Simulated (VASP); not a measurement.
A run of VASP 6.6.1 is set up as follows.

INCAR

```
PREC     = Accurate       # precision mode
ENCUT    = 520            # plane-wave cutoff, eV
EDIFF    = 1E-7           # SCF threshold, eV
ISMEAR   = 0              # smearing method
SIGMA    = 0.05           # smearing width, eV
LREAL    = F              # projectors in reciprocal space
LASPH    = T              # aspherical terms in the spheres
NELM     = 60             # most SCF steps
ALGO     = Normal         # electronic algorithm
ISIF     = 2              # what is computed and relaxed
LWAVE    = F              # write WAVECAR
LCHARG   = F              # write CHGCAR
GGA      = PE             # functional
NBANDS   = 11             # bands
```

File KPOINTS:

```
Automatic mesh
0
Gamma
  18 18 18
```

The input POSCAR:

```
Pt
1.0
   -1.5817423462      1.5817423462      1.5817423462
    1.5817423462     -1.5817423462      1.5817423462
    1.5817423462      1.5817423462     -1.5817423462
Pt
1
Direct
    0.0000000000      0.0000000000      0.0000000000
```

Potentials or basis: VASP PAW PBE potentials, release 64 (Pt).

The run is started by

```sh
$ cat potpaw_PBE.64/Pt/POTCAR > POTCAR
$ mpirun -np 1 vasp_std > vasp.out
```

Q: Predict the band gap on the k mesh.

A: None (metal or under the smearing width).

Q: Estimate the pressure.

A: -0.7 GPa.

Spin-orbit coupling is left out, which matters for the levels of Pt.
